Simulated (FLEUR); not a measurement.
# HfC: equation of state with PBEsol

Crystal: HfC.

```
Hf C
1.0
     0.00000    2.32500    2.32500
     2.32500    0.00000    2.32500
     2.32500    2.32500    0.00000
Hf C
1 1
Cartesian
  2.3250 2.3250 2.3250
  0.0000 0.0000 0.0000
```

| Property | Result |
| --- | --- |
| Program | FLEUR MaX-R8.1 (later development tree) |
| Task | equation of state |
| Functional | PBEsol |
| Potentials or basis | all-electron |
| Basis | FLAPW |
| Kmax | 4.77 1/bohr |
| k mesh | 10 × 10 × 10 |
| Occupations | fermi-dirac, width 0.05 eV |
| Spin | no spin polarisation |
| Gmax | 14.8 1/bohr |
| Muffin-tin radii | Hf 2.44, C 1.51 bohr |
| lmax | Hf 10, C 8 |
| lnonsphr | Hf 10, C 8 |
| Local orbitals a species | Hf 4, C 3 |

```json
{
  "Equilibrium volume": "12.23 Å³/atom",
  "Bulk modulus": "248 GPa",
  "Pressure derivative of the bulk modulus": "3.9"
}
```

Energy against volume, from the lowest point:
| volume (Å³/atom) | energy (meV/atom) |
| --- | --- |
| 11.814 | 10.98 |
| 12.065 | 1.22 |
| 12.317 | 0.00 |
| 12.568 | 6.51 |
| 12.819 | 19.95 |
| 13.071 | 39.75 |
| 13.322 | 65.24 |

The run has no spin-orbit coupling, so splittings on Hf are missing.
